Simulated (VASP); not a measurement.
# How plane-wave cutoff and SCF solver change a VASP run on ZnS

How sensitive are energy, pressure and forces of ZnS to the plane-wave cutoff and SCF solver? The atoms are off their equilibrium sites, so that forces can be compared too. The series runs use PBE. The plane-wave cutoff tried: ENCUT = 170; ENCUT = 210; ENCUT = 250; ENCUT = 280; ENCUT = 320; ENCUT = 360; ENCUT = 440; ENCUT = 550. The SCF solver tried: ALGO = Normal; ALGO = Fast; ALGO = VeryFast; ALGO = All; ALGO = Damped; AMIX = 0.1, BMIX = 0.01; AMIX = 0.8; IMIX = 1, AMIX = 0.2. The atoms of the start are displaced at random from the sites of a F-43m cell.

Method: PBE; plane waves and PAW (Zn, S), in VASP 6.6.1.

The database entry behind the starting cell differs from later determinations by our own check (about 0.1 % short), so it need not match the best structure at ambient conditions.

## Step 1: Starting point

It takes space group Cm (No. 8, monoclinic). That holds within 0.01 Å; VASP, at its tighter tolerance, finds 1 operation. The conventional cell has a = 6.619 Å, b = 3.821 Å, c = 3.821 Å, α = 90.00°, β = 125.26°, γ = 90.00°. Nearest to Zn lie 4 S at 2.31 to 2.40 Å. Nearest to S lie 4 Zn at 2.31 to 2.40 Å. Farther neighbours and most contacts between anions are not listed.

Structure file:

```xyz
2
Lattice="0.0000 2.7020 2.7020 2.7020 0.0000 2.7020 2.7020 2.7020 0.0000" Properties=species:S:1:pos:R:3 pbc="T T T"
Zn    1.3281    1.3173    1.3063
S     0.0000   -0.0564    0.0076
```

## Step 2: Plane-wave cutoff: ENCUT = 170

The basis grows with ENCUT, and energy and stress both move with it. PBE, the usual starting point, adds the gradient of the density.

Contents of INCAR:

```
SYSTEM = ZnS
PREC = Accurate
ENCUT = 170
EDIFF = 1E-06
NELM = 100
ISMEAR = -1
SIGMA = 0.05
LREAL = .FALSE.
ALGO = Normal
GGA = PE
NBANDS = 15
LORBIT = 11
LWAVE = .FALSE.
LCHARG = .FALSE.
KPAR = 2
ISIF = 2
```

Contents of POSCAR:

```
ZnS
1.0
    0.0000000000      2.7020000000      2.7020000000
    2.7020000000      0.0000000000      2.7020000000
    2.7020000000      2.7020000000      0.0000000000
Zn S
1 1
Direct
    0.2397190000      0.2437320000      0.2477960000
   -0.0090390000      0.0118540000     -0.0118510000
```

Contents of KPOINTS:

```
Automatic mesh
0
Gamma
9 9 9
0 0 0
```

Potentials, in the order of the species: Zn and S (PBE family, release 64).

Run with:

```console
$ mpirun -np 2 vasp_std
```

The log of the run:

```text
[banner, memory and clock lines left out]
running    2 mpi-ranks, on    1 nodes
 distrk:  each k-point on    1 cores,    2 groups
 distr:  one band on    1 cores,    1 groups

 POSCAR found type information on POSCAR ZnS
 POSCAR found :  2 types and       2 ions
 LDA part: xc-table for (Slater+PW92), standard interpolation
 POSCAR, INCAR and KPOINTS ok, starting setup
 FFT: planning ... GRIDC
 FFT: planning ... GRID_SOFT
 FFT: planning ... GRID
 WAVECAR not read
 entering main loop
       N       E                     dE             d eps       ncg     rms          rms(c)
DAV:   1     0.376127350053E+02    0.37613E+02   -0.46146E+03 11188   0.533E+02
DAV:   2    -0.466072130150E+01   -0.42273E+02   -0.41013E+02 13771   0.136E+02
DAV:   3    -0.561962252785E+01   -0.95890E+00   -0.95811E+00 12616   0.213E+01
DAV:   4    -0.562278620749E+01   -0.31637E-02   -0.31635E-02 14247   0.127E+00
DAV:   5    -0.562280445033E+01   -0.18243E-04   -0.18243E-04 12637   0.883E-02    0.148E+01
DAV:   6    -0.435952117870E+01    0.12633E+01   -0.37327E+00 12049   0.491E+01    0.920E+00
DAV:   7    -0.440915777479E+01   -0.49637E-01   -0.57006E-01 11538   0.467E+00    0.486E+00
DAV:   8    -0.441235626915E+01   -0.31985E-02   -0.34972E-02 12476   0.253E+00    0.486E-01
DAV:   9    -0.441167021769E+01    0.68605E-03   -0.43393E-03 12525   0.102E+00    0.218E-01
DAV:  10    -0.441192296626E+01   -0.25275E-03   -0.10944E-03 12959   0.362E-01    0.122E-01
DAV:  11    -0.441191254193E+01    0.10424E-04   -0.29954E-04 12987   0.243E-01    0.188E-02
DAV:  12    -0.441191880053E+01   -0.62586E-05   -0.23727E-05 12952   0.360E-02    0.843E-03
DAV:  13    -0.441191946160E+01   -0.66106E-06   -0.10328E-06 12306   0.680E-03
   1 F= -.44119195E+01 E0= -.44119195E+01  d E =-.431269E-10
```

The job ended after 30 s (2 MPI ranks of AMD EPYC 7R13 (Zen 3), shared host; peak memory 0.22 GiB; 58 s of CPU time).

The logs omit lines about the potential files and the build; timing stands in the text.

Parts of OUTCAR (step 2):

```text
ion  position               nearest neighbor table
   1  0.240  0.244  0.248-   2 2.31   2 2.31   2 2.34   2 2.40
   2  0.991  0.012  0.988-   1 2.31   1 2.31   1 2.34   1 2.40

  LATTYP: Found a face centered cubic cell.
 ALAT       =     5.4040000000

 Subroutine GETGRP returns: Found  1 space group operations
 (whereof  1 operations were pure point group operations)

The static configuration has the point symmetry C_1 .

 Found    365 irreducible k-points:

   k-points           NKPTS =    365   k-points in BZ     NKDIM =    365   number of bands    NBANDS=     15

   dimension x,y,z NGX =    16 NGY =   16 NGZ =   16
   dimension x,y,z NGXF=    32 NGYF=   32 NGZF=   32

   ENCUT  =  170.0 eV  12.49 Ry    3.53 a.u.   4.06  4.06  4.06*2*pi/ulx,y,z

   NELECT =      18.0000    total number of electrons

 k-points in reciprocal lattice and weights: Automatic mesh
   0.00000000  0.00000000  0.00000000       0.001
   0.11111111  0.00000000  0.00000000       0.003
   0.00000000  0.11111111  0.00000000       0.003
   0.00000000  0.00000000  0.11111111       0.003
   0.11111111  0.11111111  0.11111111       0.003
   0.22222222  0.00000000  0.00000000       0.003
   0.00000000  0.22222222  0.00000000       0.003
   0.00000000  0.00000000  0.22222222       0.003
   0.22222222  0.22222222  0.22222222       0.003
[...]
-0.44444444  0.22222222 -0.22222222       0.003
   0.22222222  0.44444444 -0.33333333       0.003

 average (electrostatic) potential at core
       1 -38.4810       2 -88.9217

 E-fermi :   3.1535

 k-point     1 :       0.0000    0.0000    0.0000
  band No.  band energies     occupation
    ...
      5      -5.3229      2.00000
      6      -5.3221      2.00000
      7       2.0857      2.00000
      8       2.1199      2.00000
      9       2.1644      2.00000
     10       4.0968      0.00000
     11       8.5939      0.00000
     12       8.6132      0.00000
     13       8.6429      0.00000
     14      13.7671      0.00000
    ...

 k-point     2 :       0.1111    0.0000    0.0000
  band No.  band energies     occupation
    ...
      5      -5.2809      2.00000
      6      -5.2701      2.00000
      7       1.1627      2.00000
      8       1.9758      2.00000
      9       2.0618      2.00000
     10       4.8519      0.00000
     11       8.4856      0.00000
     12       8.7942      0.00000
     13       8.8752      0.00000
     14      13.8213      0.00000
    ...

 k-point     3 :       0.0000    0.1111    0.0000
  band No.  band energies     occupation
    ...
      5      -5.2734      2.00000
      6      -5.2686      2.00000
      7       1.2133      2.00000
      8       1.9849      2.00000
      9       2.0263      2.00000
     10       4.8336      0.00000
     11       8.4770      0.00000
     12       8.7971      0.00000
     13       8.8446      0.00000
     14      13.8497      0.00000
    ...

  Total      -27.6010286    -27.6005222    -27.6208830      0.3372731      0.1278251     -0.1253075
  in kB    -1120.8559988  -1120.8354307  -1121.6622684     13.6963935      5.1908785     -5.0886397
  external PRESSURE =   -1121.1178993 kB  Pullay stress =       0.0000000 kB

  energy-cutoff  :      170.00
  volume of cell :       39.45
      direct lattice vectors                 reciprocal lattice vectors
     0.000000000  2.702000000  2.702000000    -0.185048113  0.185048113  0.185048113
     2.702000000  0.000000000  2.702000000     0.185048113 -0.185048113  0.185048113
     2.702000000  2.702000000  0.000000000     0.185048113  0.185048113 -0.185048113

 POSITION                                       TOTAL-FORCE (eV/Angst)
 -----------------------------------------------------------------------------------
      1.32811      1.31727      1.30628         0.127187     -0.120185      0.332670
      2.70201      5.34756      2.70961        -0.127187      0.120185     -0.332670
 -----------------------------------------------------------------------------------
    total drift:                                0.005275      0.004902     -0.003498

  FREE ENERGIE OF THE ION-ELECTRON SYSTEM (eV)
  ---------------------------------------------------
  free  energy   TOTEN  =        -4.4119194616 eV

  energy  without entropy=       -4.4119194616  energy(sigma->0) =       -4.41191946

 total charge
# of ion       s       p       d       tot
------------------------------------------
    1        0.535   0.490  10.009  11.033
    2        1.337   2.570   0.000   3.906
--------------------------------------------------
tot          1.872   3.059  10.009  14.940

[... 3 further parts left out ...]
```

The gap is read on the k-mesh alone, so it is an upper bound where the band edges lie off the mesh.

This step gave:

| Quantity | Value |
| --- | --- |
| SCF cycles | 13 |
| electrons | 18 |
| bands | 15 |
| irreducible k-points | 365 |
| symmetry operations | 1 |
| free energy (TOTEN) | -4.412 eV |
| Fermi energy | 3.154 eV |
| pressure | -112.1 GPa |
| metallic | no |
| valence top at k | 0, 0, 0 |
| conduction bottom at k | 0, 0, 0 |
| least direct gap at k | 0, 0, 0 |
| gap on the k-mesh | 1.932 eV |
| least direct gap on the k-mesh | 1.932 eV |

The series starts at -2.2060 eV an atom and -112.11 GPa, after 13 cycles in 30 s.

## Step 3: Plane-wave cutoff: ENCUT = 210

Changes to INCAR since step 2:

```diff
@@ -2,3 +2,3 @@
 PREC = Accurate
-ENCUT = 170
+ENCUT = 210
 EDIFF = 1E-06
```

POSCAR is that of step 2.

KPOINTS is that of step 2.

Run with:

```console
$ mpirun -np 2 vasp_std
```

The log of the run:

```text
[... set-up lines as in an earlier step ...]
 entering main loop
       N       E                     dE             d eps       ncg     rms          rms(c)
DAV:   1     0.470474111331E+02    0.47047E+02   -0.51799E+03 11045   0.685E+02
DAV:   2    -0.530851646091E+01   -0.52356E+02   -0.50159E+02 13547   0.161E+02
DAV:   3    -0.710879614379E+01   -0.18003E+01   -0.17978E+01 12819   0.320E+01
DAV:   4    -0.711726846800E+01   -0.84723E-02   -0.84717E-02 14163   0.223E+00
[...]
DAV:  11    -0.661121642770E+01   -0.52823E-04   -0.10427E-04 12063   0.763E-02    0.116E-02
DAV:  12    -0.661121352512E+01    0.29026E-05   -0.51467E-06 13714   0.225E-02    0.460E-03
DAV:  13    -0.661121406929E+01   -0.54418E-06   -0.24434E-06 11968   0.125E-02
   1 F= -.66112141E+01 E0= -.66112141E+01  d E =-.216620E-10
```

The job ended after 43 s (2 MPI ranks; peak memory 0.27 GiB; 83 s of CPU time).

From OUTCAR (step 3):

```text
  Total       -5.6978139     -5.6992231     -5.7191917      0.3185858      0.1215538     -0.1163262
  in kB     -231.3837275   -231.4409557   -232.2518638     12.9375160      4.9362031     -4.7239135
  external PRESSURE =    -231.6921823 kB  Pullay stress =       0.0000000 kB

 POSITION                                       TOTAL-FORCE (eV/Angst)
 -----------------------------------------------------------------------------------
      1.32811      1.31727      1.30628         0.109258     -0.107907      0.303076
      2.70201      5.34756      2.70961        -0.109258      0.107907     -0.303076
 -----------------------------------------------------------------------------------
    total drift:                               -0.002433     -0.000472      0.000289

  FREE ENERGIE OF THE ION-ELECTRON SYSTEM (eV)
  ---------------------------------------------------
  free  energy   TOTEN  =        -6.6112140693 eV

  energy  without entropy=       -6.6112140693  energy(sigma->0) =       -6.61121407

[... 1 part as in an earlier step ...]

[... 2 further parts left out ...]
[key lines of the parts left out:]
E-fermi :   3.0867
```

Against the run before the energy moves by -1099.65 meV an atom and the pressure by +88.94 GPa, after 13 cycles in 43 s.

## Step 4: Plane-wave cutoff: ENCUT = 250

Changes to INCAR since step 3:

```diff
@@ -2,3 +2,3 @@
 PREC = Accurate
-ENCUT = 210
+ENCUT = 250
 EDIFF = 1E-06
```

POSCAR is that of step 3.

KPOINTS is that of step 3.

Run with:

```console
$ mpirun -np 2 vasp_std
```

The log of the run:

```text
[... set-up lines as in an earlier step ...]
 entering main loop
       N       E                     dE             d eps       ncg     rms          rms(c)
DAV:   1     0.559057545053E+02    0.55906E+02   -0.56866E+03 10990   0.819E+02
DAV:   2    -0.458243880905E+01   -0.60488E+02   -0.57758E+02 13197   0.182E+02
DAV:   3    -0.722291365801E+01   -0.26405E+01   -0.26352E+01 13099   0.407E+01
DAV:   4    -0.723991665635E+01   -0.17003E-01   -0.17001E-01 13932   0.338E+00
[...]
DAV:  10    -0.680396976250E+01   -0.16430E-03   -0.23855E-04 12715   0.116E-01    0.557E-02
DAV:  11    -0.680396120312E+01    0.85594E-05   -0.23767E-05 13470   0.429E-02    0.612E-03
DAV:  12    -0.680396127383E+01   -0.70710E-07   -0.45136E-06 12644   0.179E-02
   1 F= -.68039613E+01 E0= -.68039613E+01  d E =-.345437E-10
```

Wall time 46 s (2 MPI ranks); peak memory 0.31 GiB; 89 s of CPU time.

From OUTCAR (step 4):

```text
  Total       -0.6442564     -0.6437165     -0.6636316      0.3020227      0.1128164     -0.1105691
  in kB      -26.1627441    -26.1408201    -26.9495541     12.2649027      4.5813842     -4.4901221
  external PRESSURE =     -26.4177061 kB  Pullay stress =       0.0000000 kB

 POSITION                                       TOTAL-FORCE (eV/Angst)
 -----------------------------------------------------------------------------------
      1.32811      1.31727      1.30628         0.108073     -0.106794      0.295519
      2.70201      5.34756      2.70961        -0.108073      0.106794     -0.295519
 -----------------------------------------------------------------------------------
    total drift:                               -0.000046     -0.000909     -0.000504

  FREE ENERGIE OF THE ION-ELECTRON SYSTEM (eV)
  ---------------------------------------------------
  free  energy   TOTEN  =        -6.8039612738 eV

  energy  without entropy=       -6.8039612738  energy(sigma->0) =       -6.80396127

[... 1 part as in an earlier step ...]

[... 2 further parts left out ...]
[key lines of the parts left out:]
E-fermi :   3.1164
```

Against the run before the energy moves by -96.37 meV an atom and the pressure by +20.53 GPa, after 12 cycles in 46 s.

## Step 5: Plane-wave cutoff: ENCUT = 280

Changes to INCAR since step 4:

```diff
@@ -2,3 +2,3 @@
 PREC = Accurate
-ENCUT = 250
+ENCUT = 280
 EDIFF = 1E-06
```

POSCAR is that of step 4.

KPOINTS is that of step 4.

Run with:

```console
$ mpirun -np 2 vasp_std
```

The log of the run:

```text
[... set-up lines as in an earlier step ...]
 entering main loop
       N       E                     dE             d eps       ncg     rms          rms(c)
DAV:   1     0.610709401327E+02    0.61071E+02   -0.60725E+03 10982   0.912E+02
DAV:   2    -0.401686129038E+01   -0.65088E+02   -0.61857E+02 12868   0.196E+02
DAV:   3    -0.723006546287E+01   -0.32132E+01   -0.32044E+01 13400   0.460E+01
DAV:   4    -0.725443767664E+01   -0.24372E-01   -0.24368E-01 13659   0.420E+00
[...]
DAV:  10    -0.682518557901E+01   -0.16390E-03   -0.22389E-04 12645   0.181E-01    0.497E-02
DAV:  11    -0.682517697378E+01    0.86052E-05   -0.51774E-05 13421   0.122E-01    0.835E-03
DAV:  12    -0.682517772967E+01   -0.75588E-06   -0.40511E-06 12553   0.201E-02
   1 F= -.68251777E+01 E0= -.68251777E+01  d E =-.542043E-10
```

The job ended after 89 s (2 MPI ranks; peak memory 0.34 GiB).

Parts of OUTCAR (step 5):

```text
  Total        0.2532816      0.2533391      0.2334930      0.2979672      0.1098309     -0.1083238
  in kB       10.2855670     10.2879005      9.4819652     12.1002111      4.4601459     -4.3989441
  external PRESSURE =      10.0184776 kB  Pullay stress =       0.0000000 kB

 POSITION                                       TOTAL-FORCE (eV/Angst)
 -----------------------------------------------------------------------------------
      1.32811      1.31727      1.30628         0.107594     -0.106094      0.295514
      2.70201      5.34756      2.70961        -0.107594      0.106094     -0.295514
 -----------------------------------------------------------------------------------
    total drift:                               -0.000744      0.000765      0.000363

  FREE ENERGIE OF THE ION-ELECTRON SYSTEM (eV)
  ---------------------------------------------------
  free  energy   TOTEN  =        -6.8251777297 eV

  energy  without entropy=       -6.8251777296  energy(sigma->0) =       -6.82517773

[... 1 part as in an earlier step ...]

[... 2 further parts left out ...]
[key lines of the parts left out:]
E-fermi :   3.0983
```

Against the run before the energy moves by -10.61 meV an atom and the pressure by +3.64 GPa, after 12 cycles in 89 s.

## Step 6: Plane-wave cutoff: ENCUT = 320

Changes to INCAR since step 5:

```diff
@@ -2,3 +2,3 @@
 PREC = Accurate
-ENCUT = 280
+ENCUT = 320
 EDIFF = 1E-06
```

POSCAR is that of step 5.

KPOINTS is that of step 5.

Run with:

```console
$ mpirun -np 2 vasp_std
```

The log of the run:

```text
[... set-up lines as in an earlier step ...]
 entering main loop
       N       E                     dE             d eps       ncg     rms          rms(c)
DAV:   1     0.655590732394E+02    0.65559E+02   -0.65576E+03 10958   0.101E+03
DAV:   2    -0.354072717259E+01   -0.69100E+02   -0.65427E+02 12721   0.210E+02
DAV:   3    -0.723126189449E+01   -0.36905E+01   -0.36780E+01 13638   0.508E+01
DAV:   4    -0.726274355030E+01   -0.31482E-01   -0.31476E-01 13470   0.493E+00
[...]
DAV:  10    -0.683384856993E+01   -0.16368E-03   -0.20537E-04 12715   0.133E-01    0.415E-02
DAV:  11    -0.683384456130E+01    0.40086E-05   -0.30769E-05 13715   0.744E-02    0.737E-03
DAV:  12    -0.683384540898E+01   -0.84768E-06   -0.34562E-06 12238   0.208E-02
   1 F= -.68338454E+01 E0= -.68338454E+01  d E =-.631010E-10
```

It took 90 s on 2 MPI ranks; peak memory 0.38 GiB.

OUTCAR, selected parts (step 6):

```text
  Total        0.4446611      0.4447179      0.4250011      0.2969189      0.1095960     -0.1081045
  in kB       18.0573381     18.0596450     17.2589608     12.0576439      4.4506077     -4.3900374
  external PRESSURE =      17.7919813 kB  Pullay stress =       0.0000000 kB

 POSITION                                       TOTAL-FORCE (eV/Angst)
 -----------------------------------------------------------------------------------
      1.32811      1.31727      1.30628         0.107964     -0.106461      0.296083
      2.70201      5.34756      2.70961        -0.107964      0.106461     -0.296083
 -----------------------------------------------------------------------------------
    total drift:                               -0.000751      0.000773      0.000330

  FREE ENERGIE OF THE ION-ELECTRON SYSTEM (eV)
  ---------------------------------------------------
  free  energy   TOTEN  =        -6.8338454090 eV

  energy  without entropy=       -6.8338454089  energy(sigma->0) =       -6.83384541

[... 1 part as in an earlier step ...]

[... 2 further parts left out ...]
[key lines of the parts left out:]
E-fermi :   3.0887
```

Against the run before the energy moves by -4.33 meV an atom and the pressure by +0.78 GPa, after 12 cycles in 90 s.

## Step 7: Plane-wave cutoff: ENCUT = 360

Changes to INCAR since step 6:

```diff
@@ -2,3 +2,3 @@
 PREC = Accurate
-ENCUT = 320
+ENCUT = 360
 EDIFF = 1E-06
```

POSCAR is that of step 6.

KPOINTS is that of step 6.

Run with:

```console
$ mpirun -np 2 vasp_std
```

The log of the run:

```text
[... set-up lines as in an earlier step ...]
 entering main loop
       N       E                     dE             d eps       ncg     rms          rms(c)
DAV:   1     0.697910101375E+02    0.69791E+02   -0.69922E+03 10982   0.111E+03
DAV:   2    -0.305252519436E+01   -0.72844E+02   -0.68822E+02 12371   0.223E+02
DAV:   3    -0.722505515524E+01   -0.41725E+01   -0.41553E+01 13715   0.549E+01
DAV:   4    -0.726369998985E+01   -0.38645E-01   -0.38635E-01 13218   0.555E+00
[...]
DAV:  10    -0.683380741504E+01   -0.16550E-03   -0.20777E-04 12764   0.126E-01    0.399E-02
DAV:  11    -0.683380348089E+01    0.39342E-05   -0.27458E-05 13820   0.654E-02    0.726E-03
DAV:  12    -0.683380427313E+01   -0.79224E-06   -0.34304E-06 12322   0.212E-02
   1 F= -.68338043E+01 E0= -.68338043E+01  d E =-.729388E-10
```

It took 85 s on 2 MPI ranks; peak memory 0.41 GiB; 2.8 min of CPU time.

From OUTCAR (step 7):

```text
  Total        0.4169747      0.4170298      0.3972538      0.2975996      0.1099589     -0.1084643
  in kB       16.9330139     16.9352507     16.1321627     12.0852841      4.4653424     -4.4046515
  external PRESSURE =      16.6668091 kB  Pullay stress =       0.0000000 kB

 POSITION                                       TOTAL-FORCE (eV/Angst)
 -----------------------------------------------------------------------------------
      1.32811      1.31727      1.30628         0.108214     -0.106710      0.296626
      2.70201      5.34756      2.70961        -0.108214      0.106710     -0.296626
 -----------------------------------------------------------------------------------
    total drift:                               -0.000748      0.000773      0.000316

  FREE ENERGIE OF THE ION-ELECTRON SYSTEM (eV)
  ---------------------------------------------------
  free  energy   TOTEN  =        -6.8338042731 eV

  energy  without entropy=       -6.8338042731  energy(sigma->0) =       -6.83380427

[... 1 part as in an earlier step ...]

[... 2 further parts left out ...]
[key lines of the parts left out:]
E-fermi :   3.0792
```

Against the run before the energy moves by +0.02 meV an atom and the pressure by -0.11 GPa, after 12 cycles in 85 s.

[end of part 1 of 3]

[Lines on the potential files, build, host, timing and source positions are cut from VASP's logs without a mark.]

[Logs are printed without paths, hosts, clocks, repeated set-up lines and the standing remarks that a program may print on its own settings, such as how far it seeks lower states.]

[Hosts, paths, dates, database ids (printed as entryN), source tags and the programs' standing remarks are cut or masked in the printed files.]

[A measured line is paired with the nearest computed mode of its activity, which favours agreement.]

[In band tables of VASP the shares of atoms and orbitals are scaled to a sum of 1 inside the atoms' spheres.]
